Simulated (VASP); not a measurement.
Input of a VASP 6.6.1 run:

INCAR

```
SYSTEM = ZnS
AGGAC    = 1.0          
AGGAX    = 1.0          
ALDAC    = 0.0          
ALDAX    = 1.0          
ALGO     = Normal         ! electronic algorithm
EDIFF    = 1E-7           ! SCF threshold, eV
ENCUT    = 520            ! plane-wave cutoff, eV
GGA      = B5             ! functional
ISIF     = 2              ! what is computed and relaxed
ISMEAR   = -1             ! smearing method
IVDW     = 12             ! dispersion correction
LASPH    = .True.         ! aspherical terms in the spheres
LCHARG   = .True.         ! write CHGCAR
LELF     = .True.         ! ELF
LREAL    = .False.        ! projectors in reciprocal space
LVHAR    = .True.       
LWAVE    = .False.        ! write WAVECAR
NBANDS   = 66             ! bands
NELM     = 100            ! most SCF steps
PREC     = Accurate       ! precision mode
SIGMA    = 0.05           ! smearing width, eV
VDW_A1   = 0.4298       
VDW_A2   = 4.2359       
VDW_S6   = 1.0          
VDW_S8   = 2.6996
```

The input KPOINTS:

```
k-points
0
Gamma
  8 8 2
  0 0 0
```

File POSCAR:

```
ZnS
1.0
    3.8042079693      0.0000000000      0.0000000000
   -1.9021039847      3.2945407427      0.0000000000
    0.0000000000      0.0000000000     18.6938506420
Zn S
6 6
Direct
    0.3333333333      0.6666666667      0.8332844809
    0.6666666667      0.3333333333      0.3332844809
    0.6666666667      0.3333333333      0.6669876724
    0.3333333333      0.6666666667      0.1669876724
    0.0000000000      0.0000000000      0.5000476910
    0.0000000000      0.0000000000      0.0000476910
    0.3333333333      0.6666666667      0.9579730892
    0.6666666667      0.3333333333      0.4579730892
    0.6666666667      0.3333333333      0.7916333739
    0.3333333333      0.6666666667      0.2916333739
    0.0000000000      0.0000000000      0.6250736927
    0.0000000000      0.0000000000      0.1250736927
```

Potentials or basis: VASP PAW PBE potentials, release 64 (Zn, S).

Command:

```bash
$ cat potpaw_PBE.64/Zn/POTCAR potpaw_PBE.64/S/POTCAR > POTCAR
$ mpirun -np 1 vasp_std > vasp.out
```

Question: Predict the band gap on the k mesh.

Answer: 2.19 eV.

Question: Predict the largest force.

Answer: 0.005 eV/Å.

Question: What does it give for the pressure?

Answer: 0.1 GPa.

Forces on the atoms (eV/Å):
```
Zn   0.000  0.000  0.001
Zn   0.000  0.000  0.001
Zn   0.000  0.000  0.005
Zn   0.000  0.000  0.005
Zn   0.000  0.000  0.002
Zn   0.000  0.000  0.002
S    0.000  0.000 -0.002
S    0.000  0.000 -0.002
S    0.000  0.000 -0.003
S    0.000  0.000 -0.003
S    0.000  0.000 -0.003
S    0.000  0.000 -0.003
```

Caveat: the PAW data sets were made with another functional, which shifts forces and pressure a little.

**Measured values to compare with.**

From a printed reference work, monograph, for a bulk crystal of ZnS at 4 K: band gap 3.911 eV (direct).

Against the measured gap of ZnS, 3.911 eV (direct; 4 K; a printed reference work, monograph), the calculated 2.19 eV is off by -1.72 eV. The value is that of BLYP+D3(BJ) on a finite k mesh, which can miss the band edges, without temperature or zero-point motion. Semilocal functionals fall short of measured gaps as a rule.
